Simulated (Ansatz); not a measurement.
**NiSi$_{2}$: energy along a strain**

NiSi$_{2}$, Fm-3m, a = 5.447 Å. Ansatz: PBE, PAW, 420 eV, Γ-centred 16×16×16 mesh on 3 atoms, Gaussian smearing 0.15 eV; no spin polarisation. Cell vectors (Å): 0.000 2.723 2.723; 2.723 0.000 2.723; 2.723 2.723 0.000. The cell is strained by x per cent times the pattern (1 -1 0 0 0 0) in the order xx yy zz yz xz xy (engineering shears), with fractional coordinates held. y is the free energy over the start, V0 = 13.466 Å³/atom. Symmetry makes y even in x.

| x (%) | y (meV/atom) |
| --- | --- |
| -2.00 | 1.67 |
| -1.00 | 0.40 |
| 0.00 | 0.00 |
| 0.25 | 0.03 |
| 0.50 | ? |
| 0.75 | 0.22 |
| 1.25 | 0.63 |
| 1.50 | 0.92 |
| 1.75 | 1.27 |

Fit y = c2 x² + c4 x⁴ to the other rows, get the stiffness along the pattern, and predict the missing energy.

Least squares on the rows shown. y = 0.3958 x² + 0.005615 x⁴. The clamped-ion stiffness p·C·p = 2 × 3.958 eV × 160.2 / 13.466 Å³ = 94 GPa. At x = 0.50 the fit asked for gives 0.10 meV/atom. The run gave 0.10 meV/atom, the same to the digits shown.

Cost: 9 runs of about 2.1 core-minutes in all, on Intel Xeon Platinum 8488C (Sapphire Rapids) (shared hosts).